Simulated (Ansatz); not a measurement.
# Bi (I4/mcm) in Ansatz: further runs

Runs on Bi. Level: PBEsol. Tasks: single point.

All numbers are computed with Ansatz 0.2.0; they aren't measurements. Logs are shortened: lines on timing, memory, paths and dates and some standing lists are left out, and cuts for length are marked.

## (1) The structure

It takes space group I4/mcm (No. 140, tetragonal). The conventional cell has a = 8.899 Å, b = 8.899 Å, c = 4.131 Å, α = 90.00°, β = 90.00°, γ = 90.00°. Bi (site symmetry m2m) is surrounded by 7 Bi at 3.31 to 3.67 Å.

This isn't the form of Bi at room conditions, which is rhombohedral.

## (2) Single point, PBEsol, 38.45 Å³/atom (volume scaled by 0.94)

input.yaml

```yaml
crystal:
  lattice:
    - [-4.3589113281, 4.3589113281, 2.0234644129]
    - [4.3589113281, -4.3589113281, 2.0234644129]
    - [4.3589113281, 4.3589113281, -2.0234644129]
  atoms:
    - { symbol: Bi, position: [0.1456555, 0.3543445, 0.5] }
    - { symbol: Bi, position: [0.8543445, 0.6456555, 0.5] }
    - { symbol: Bi, position: [0.6456555, 0.1456555, 0.791311] }
    - { symbol: Bi, position: [0.3543445, 0.8543445, 0.208689] }
kpoints:
  mp_grid: { grid: [7, 7, 7] }
scf:
  occupations: { method: fermi_dirac, width: 0.05 }
hamiltonian:
  xc: pbesol
  pseudopotentials: { kind: all_electron, lapw: { basis_error: 0.001 } }
output:
  forces: true
  stress: true
  eigenvalues: true
```

Potentials or basis: all-electron LAPW, scalar-relativistic.

Command:

```bash
> ansatz run input.yaml --threads 2 --pin off --max-ram 8192MiB --backend cpu --events-out ev --progress --plain --runs-dir out
```

Output:

```text
Warning: RAYON_NUM_THREADS=2 ignored (pool sized by the plan → 2); use --threads N
LAPW: plane waves up to 6.961 Å⁻¹, error target 1.0e-3 eV per atom; small_component_spin mean_spin; Bi in spheres of 1.624 Å, 37 of its electrons in bands, Dirac shells [] (how accurate: hamiltonian.pseudopotentials.lapw.basis_error, Limitations)
Engine: ansatz 0.2.0, x86_64-unknown-linux-gnu
Pseudopotentials: kind: all_electron
Pseudopotential: Bi, LAPW, valence charge 37, lapw/all_electron/scalar/gaussian/Bi, Koelling and Harmon's equation, gaussian nucleus
Functional definition: PBEsol
  exchange = pbesol_x
  correlation = pbesol_c
Crystal: 4 atoms, lattice volume = 153.784 Å³
Basis set: ecut = 184.59652128654804 eV, 885 PW (Γ), FFT grids on a1+a2, a2, a3, exchange–correlation at level 2
Bands: 89, of which v1, the nominal top of the filled ones, is band 74 counted from 1 (73 counted from 0)
Symmetry: 16 space group operations
Space group: I4/mcm (ITA 140), of the structure as read, at distance tolerance 5.4e-5 Å
k-points: 40 of 343
Non-local potential: Bi, projectors of the file, none
[... 30 lines left out ...]
  E_atoms      = -2342188.726400  (free atoms, spherical and without spin; not in F)
  Σ components = -2342204.991195   (vs F -2342204.991195, Δ=0.00e0)
  Basis errors (estimates in eV, not in F): energy 3.4e-4 per atom: plane waves 3.2e-4 (1.8e-4 summed), levels above the bands 5.8e-83, relativity 1.5e-8, radial functions 1.4e-5, core shells 5.6e-9; eigenvalues (radial functions only) 9.1e-7; not estimated: angular momenta, meshes, grids; target (lapw.basis_error) 1.0e-3; muffin-tin radii Bi 1.624 Å
--- Forces (eV/Å), atoms counted from 1 ---
  atom   1  Bi    -0.06165323     0.06165323     0.00000000
  atom   2  Bi     0.06165323    -0.06165323     0.00000000
  atom   3  Bi     0.06165323     0.06165323     0.00000000
  atom   4  Bi    -0.06165323    -0.06165323     0.00000000
  max |Σ_I F_I| component: 6.94e-18 eV/Å
--- Stress (GPa, compression-positive) ---
        0.535143       0.000000       0.000000
        0.000000       0.535143       0.000000
        0.000000       0.000000       0.947837
  P = ⅓ Tr σ = 0.6727 GPa (6.727 kbar)
--- Band table (eV; the first three rows and the last of 40) ---
  k-point 0: bands = ["-141.3431", "-141.3431", "-141.3431", "-141.3431", "-136.4993", "-136.4993", "-136.4993", "-136.4993", "-136.4991", "-136.4991", "-136.4991", "-136.4991", "-136.4945", "-136.4945", "-136.4945", "-136.4945", "-136.4927", "-136.4927", "-136.4927", "-136.4927", "-136.4912", "-136.4912", "-136.4912", "-136.4912", "-136.4869", "-136.4869", "-136.4869", "-136.4869", "-136.4868", "-136.4868", "-136.4868", "-136.4868", "-79.5567", "-79.5566", "-79.5566", "-79.5546", "-79.5477", "-79.5457", "-79.5449", "-79.5449", "-79.5358", "-79.5349", "-79.5349", "-79.5338", "-11.0823", "-11.0823", "-11.0544", "-11.0313", "-11.0313", "-11.0312", "-10.9974", "-10.9936", "-10.9551", "-10.9215", "-10.9123", "-10.9123", "-10.8684", "-10.8666", "-10.8666", "-10.8603", "-10.8603", "-10.8209", "-10.8163", "-10.7423", "-1.5675", "1.4929", "1.9133", "1.9133", "7.1814", "9.9756", "10.5865", "10.5865", "11.2415", "11.4936", "11.8272", "11.8272", "14.9330", "14.9457", "14.9457", "15.7818", "17.2500", "18.1775", "18.1775", "19.6731", "19.7246", "20.5399", "20.5399", "20.8401", "22.3366"]
  k-point 1: bands = ["-141.3431", "-141.3431", "-141.3431", "-141.3430", "-136.4993", "-136.4993", "-136.4993", "-136.4993", "-136.4991", "-136.4991", "-136.4991", "-136.4991", "-136.4945", "-136.4945", "-136.4945", "-136.4945", "-136.4927", "-136.4927", "-136.4927", "-136.4927", "-136.4912", "-136.4912", "-136.4912", "-136.4912", "-136.4869", "-136.4869", "-136.4869", "-136.4869", "-136.4868", "-136.4868", "-136.4868", "-136.4868", "-79.5570", "-79.5566", "-79.5563", "-79.5546", "-79.5477", "-79.5458", "-79.5449", "-79.5448", "-79.5359", "-79.5349", "-79.5349", "-79.5338", "-11.0906", "-11.0838", "-11.0517", "-11.0414", "-11.0289", "-11.0197", "-10.9992", "-10.9883", "-10.9606", "-10.9232", "-10.9087", "-10.9062", "-10.8737", "-10.8714", "-10.8603", "-10.8591", "-10.8561", "-10.8240", "-10.8129", "-10.7468", "-1.5121", "1.1036", "1.9200", "2.2079", "7.3948", "9.5925", "10.4345", "10.9204", "11.0327", "11.5593", "11.8238", "12.2972", "14.5468", "14.9299", "15.5121", "15.9012", "16.9677", "17.4014", "18.2018", "19.2810", "19.8473", "20.3428", "20.4847", "21.8227", "21.8362"]
  k-point 2: bands = ["-141.3431", "-141.3431", "-141.3431", "-141.3430", "-136.4993", "-136.4993", "-136.4993", "-136.4993", "-136.4991", "-136.4991", "-136.4991", "-136.4991", "-136.4945", "-136.4945", "-136.4945", "-136.4945", "-136.4927", "-136.4927", "-136.4927", "-136.4927", "-136.4912", "-136.4912", "-136.4912", "-136.4912", "-136.4869", "-136.4869", "-136.4869", "-136.4869", "-136.4868", "-136.4868", "-136.4868", "-136.4868", "-79.5572", "-79.5566", "-79.5560", "-79.5547", "-79.5475", "-79.5462", "-79.5449", "-79.5447", "-79.5359", "-79.5349", "-79.5348", "-79.5339", "-11.1058", "-11.0865", "-11.0489", "-11.0460", "-11.0226", "-11.0089", "-11.0022", "-10.9798", "-10.9716", "-10.9272", "-10.9045", "-10.8936", "-10.8806", "-10.8758", "-10.8601", "-10.8538", "-10.8389", "-10.8323", "-10.8066", "-10.7597", "-1.3636", "0.5787", "1.9353", "2.4970", "7.9587", "9.1593", "10.1080", "10.5735", "11.6045", "11.6194", "11.8161", "13.0709", "14.2016", "14.9731", "15.8707", "16.1305", "16.2676", "17.0988", "18.2451", "18.2663", "20.1738", "20.2076", "20.2121", "20.9746", "21.4926"]
  k-point 39: bands = ["-141.3431", "-141.3431", "-141.3431", "-141.3430", "-136.4993", "-136.4993", "-136.4993", "-136.4993", "-136.4991", "-136.4991", "-136.4991", "-136.4991", "-136.4945", "-136.4945", "-136.4945", "-136.4945", "-136.4927", "-136.4927", "-136.4927", "-136.4927", "-136.4912", "-136.4912", "-136.4912", "-136.4912", "-136.4869", "-136.4869", "-136.4869", "-136.4869", "-136.4868", "-136.4868", "-136.4868", "-136.4868", "-79.5577", "-79.5558", "-79.5557", "-79.5553", "-79.5467", "-79.5465", "-79.5459", "-79.5441", "-79.5360", "-79.5348", "-79.5348", "-79.5340", "-11.1735", "-11.0674", "-11.0284", "-11.0092", "-11.0028", "-11.0001", "-10.9921", "-10.9823", "-10.9725", "-10.9304", "-10.9302", "-10.9258", "-10.8907", "-10.8746", "-10.8526", "-10.8515", "-10.8432", "-10.7957", "-10.7930", "-10.7869", "-0.6825", "0.2084", "0.3277", "3.8420", "8.0545", "9.8683", "9.8914", "10.2671", "11.3949", "13.0226", "13.2945", "13.3783", "13.8934", "14.0852", "14.3992", "14.8126", "16.4566", "16.6459", "17.2199", "18.2615", "18.5424", "19.7028", "20.2575", "20.8321", "21.5460"]
```

It took 12 s on 2 threads of AMD EPYC 9R45 (Zen 5), shared host; peak memory 0.77 GiB.

Results:

* Free energy: -2342204.9912 eV
* Pressure: 0.7 GPa
* Largest force: 0.087 eV/Å
* Band gap on the k mesh: none (metal or under the smearing width)

Caveat: spin-orbit coupling is left out, which moves the levels of the heavy elements.

## (3) Single point, PBEsol, 39.26 Å³/atom (volume scaled by 0.96)

Edit input.yaml of step 2 so:

```diff
@@ -2,5 +2,5 @@
   lattice:
-    - [-4.3589113281, 4.3589113281, 2.0234644129]
-    - [4.3589113281, -4.3589113281, 2.0234644129]
-    - [4.3589113281, 4.3589113281, -2.0234644129]
+    - [-4.3896088981, 4.3896088981, 2.0377146318]
+    - [4.3896088981, -4.3896088981, 2.0377146318]
+    - [4.3896088981, 4.3896088981, -2.0377146318]
   atoms:
```

Potentials or basis: all-electron LAPW, scalar-relativistic.

Command:

```bash
> ansatz run input.yaml --threads 2 --pin off --max-ram 8192MiB --backend cpu --events-out ev --progress --plain --runs-dir out
```

Wall time 12 s (2 threads of AMD EPYC 9R45 (Zen 5), shared host); peak memory 0.77 GiB.

Results (log left out):

```
Free energy            : -2342204.9954 eV
Pressure               : -0.2 GPa
Largest force          : 0.011 eV/Å
Band gap on the k mesh : none (metal or under the smearing width)
```

Caveat: spin-orbit coupling is left out, which moves the levels of the heavy elements.

## (4) Single point, PBEsol, 40.08 Å³/atom (volume scaled by 0.98)

Edit input.yaml of step 3 so:

```diff
@@ -2,5 +2,5 @@
   lattice:
-    - [-4.3896088981, 4.3896088981, 2.0377146318]
-    - [4.3896088981, -4.3896088981, 2.0377146318]
-    - [4.3896088981, 4.3896088981, -2.0377146318]
+    - [-4.4198830196, 4.4198830196, 2.0517682803]
+    - [4.4198830196, -4.4198830196, 2.0517682803]
+    - [4.4198830196, 4.4198830196, -2.0517682803]
   atoms:
```

Command:

```bash
> ansatz run input.yaml --threads 2 --pin off --max-ram 8192MiB --backend cpu --events-out ev --progress --plain --runs-dir out
```

Wall time 12 s (2 threads of AMD EPYC 9R45 (Zen 5), shared host); peak memory 0.76 GiB.

Results (log left out):

- Free energy: -2342204.9820 eV
- Pressure: -1.1 GPa
- Largest force: 0.058 eV/Å
- Band gap on the k mesh: none (metal or under the smearing width)

Caveat: spin-orbit coupling is left out, which moves the levels of the heavy elements.

## (5) Single point, PBEsol, 40.90 Å³/atom

Edit input.yaml of step 4 so:

```diff
@@ -2,5 +2,5 @@
   lattice:
-    - [-4.4198830196, 4.4198830196, 2.0517682803]
-    - [4.4198830196, -4.4198830196, 2.0517682803]
-    - [4.4198830196, 4.4198830196, -2.0517682803]
+    - [-4.449748, 4.449748, 2.065632]
+    - [4.449748, -4.449748, 2.065632]
+    - [4.449748, 4.449748, -2.065632]
   atoms:
```

Command:

```bash
> ansatz run input.yaml --threads 2 --pin off --max-ram 8192MiB --backend cpu --events-out ev --progress --plain --runs-dir out
```

Wall time 12 s (2 threads of AMD EPYC 9R45 (Zen 5), shared host); peak memory 0.76 GiB.

The run converged. Its results:

```
Free energy            : -2342204.9530 eV
Pressure               : -1.8 GPa
Largest force          : 0.121 eV/Å
Band gap on the k mesh : none (metal or under the smearing width)
```

Caveat: spin-orbit coupling is left out, which moves the levels of the heavy elements.

## (6) Single point, PBEsol, 41.72 Å³/atom (volume scaled by 1.02)

Edit input.yaml of step 5 so:

```diff
@@ -2,5 +2,5 @@
   lattice:
-    - [-4.449748, 4.449748, 2.065632]
-    - [4.449748, -4.449748, 2.065632]
-    - [4.449748, 4.449748, -2.065632]
+    - [-4.4792173886, 4.4792173886, 2.0793120808]
+    - [4.4792173886, -4.4792173886, 2.0793120808]
+    - [4.4792173886, 4.4792173886, -2.0793120808]
   atoms:
```

Potentials or basis: all-electron LAPW, scalar-relativistic.

Command:

```bash
> ansatz run input.yaml --threads 2 --pin off --max-ram 8192MiB --backend cpu --events-out ev --progress --plain --runs-dir out
```

Wall time 12 s (2 threads of AMD EPYC 9R45 (Zen 5), shared host); peak memory 0.76 GiB.

The run converged. Its results:

```yaml
Free_energy: -2342204.9099 eV
Pressure: -2.4 GPa
Largest_force: 0.179 eV/Å
Band_gap_on_the_k_mesh: none (metal or under the smearing width)
```

Caveat: spin-orbit coupling is left out, which moves the levels of the heavy elements.

## (7) Single point, PBEsol, 42.54 Å³/atom (volume scaled by 1.04)

Edit input.yaml of step 6 so:

```diff
@@ -2,5 +2,5 @@
   lattice:
-    - [-4.4792173886, 4.4792173886, 2.0793120808]
-    - [4.4792173886, -4.4792173886, 2.0793120808]
-    - [4.4792173886, 4.4792173886, -2.0793120808]
+    - [-4.5083040308, 4.5083040308, 2.0928144856]
+    - [4.5083040308, -4.5083040308, 2.0928144856]
+    - [4.5083040308, 4.5083040308, -2.0928144856]
   atoms:
```

Command:

```bash
> ansatz run input.yaml --threads 2 --pin off --max-ram 8192MiB --backend cpu --events-out ev --progress --plain --runs-dir out
```

Wall time 12 s (2 threads of AMD EPYC 9R45 (Zen 5), shared host); peak memory 0.72 GiB.

The run converged. Its results:

- Free energy: -2342204.8545 eV
- Pressure: -3.0 GPa
- Largest force: 0.231 eV/Å
- Band gap on the k mesh: none (metal or under the smearing width)

Caveat: spin-orbit coupling is left out, which moves the levels of the heavy elements.

## (8) Single point, PBEsol, 43.35 Å³/atom (volume scaled by 1.06)

Edit input.yaml of step 7 so:

```diff
@@ -2,5 +2,5 @@
   lattice:
-    - [-4.5083040308, 4.5083040308, 2.0928144856]
-    - [4.5083040308, -4.5083040308, 2.0928144856]
-    - [4.5083040308, 4.5083040308, -2.0928144856]
+    - [-4.5370201173, 4.5370201173, 2.1061448736]
+    - [4.5370201173, -4.5370201173, 2.1061448736]
+    - [4.5370201173, 4.5370201173, -2.1061448736]
   atoms:
```

Command:

```bash
> ansatz run input.yaml --threads 2 --pin off --max-ram 8192MiB --backend cpu --events-out ev --progress --plain --runs-dir out
```

Wall time 11 s (2 threads of AMD EPYC 9R45 (Zen 5), shared host); peak memory 0.72 GiB.

The run converged. Its results:

| Quantity | Value |
| --- | --- |
| Free energy | -2342204.7877 eV |
| Pressure | -3.5 GPa |
| Largest force | 0.278 eV/Å |
| Band gap on the k mesh | none (metal or under the smearing width) |

Caveat: spin-orbit coupling is left out, which moves the levels of the heavy elements.

## (9) For comparison

An earlier run on the cell as given: functional PBEsol; potentials or basis all-electron LAPW, scalar-relativistic; cutoff 175 eV (chosen from the basis error); basis error allowed 0.001 eV/atom; k mesh 7 × 7 × 7; occupations fermi-dirac, width 0.05 eV; no spin polarisation.

* Pressure: -1.8 GPa
* Largest force: 0.121 eV/Å
* Band gap on the k mesh: none (metal or under the smearing width)
